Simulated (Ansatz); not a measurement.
F, one cell by several methods

```
F
1.0
     2.75000   -1.64000    0.00000
     2.75000    1.64000    0.00000
    -1.53601    0.00000    7.12002
F
4
Direct
  0.05040 0.05040 0.09960
  0.94960 0.94960 0.90040
  0.50500 0.50500 0.60000
  0.49500 0.49500 0.40000
```

Atoms are numbered in the order listed.

The cell comes from COD entry 9012471, which wasn't checked; take it as a given geometry.

Methods: DFT, PBE, PAW with Ansatz's default frozen-core files, scalar-relativistic (Ansatz 0.2.0); DFT, PBE, all-electron PAW with datasets made for the crystal, scalar-relativistic (Ansatz 0.2.0); DFT, PBE, all-electron LAPW, scalar-relativistic (Ansatz 0.2.0).

For PAW: a Γ-centred 11×11×5 k mesh, Fermi–Dirac smearing of 0.03 eV, cutoff 420 eV, no spin polarisation. The crystal-made all-electron datasets (AE datasets) take a cutoff of 800 eV at this cell. LAPW targets a basis error of 1 meV/atom. The Ansatz runs share mesh, smearing and spin set-up. Plane-wave (PAW) pressures include the program's estimate of the Pulay term.

Stress and pressure are positive in compression.

Levels count from the top of the valence band.

| quantity | PAW | AE datasets | LAPW |
| --- | --- | --- | --- |
| pressure (GPa) | -1.26 | -1.34 | -1.34 |
| stress xx (GPa) | 0.67 | 0.67 | 0.67 |
| stress yy (GPa) | 0.79 | 0.80 | 0.79 |
| stress zz (GPa) | -5.25 | -5.48 | -5.49 |
| stress xz (GPa) | 0.07 | 0.07 | 0.07 |
| force on F1, z (eV/Å) | -0.740 | -0.776 | -0.779 |
| force on F3, z (eV/Å) | -0.903 | -0.935 | -0.938 |
| band gap (eV) | 2.344 | 2.356 | 2.356 |
| highest filled level at C2 (eV) | -0.296 | -0.297 | -0.297 |
| lowest empty level at C2 (eV) | 2.952 | 2.964 | 2.964 |
| highest filled level at D (eV) | -0.262 | -0.262 | -0.262 |
| lowest empty level at D (eV) | 2.982 | 2.994 | 2.994 |
| highest filled level at Γ (eV) | 0.000 | 0.000 | 0.000 |
| lowest empty level at Γ (eV) | 2.344 | 2.356 | 2.356 |

PAW's pressure differs from the LAPW value by +0.08 GPa.
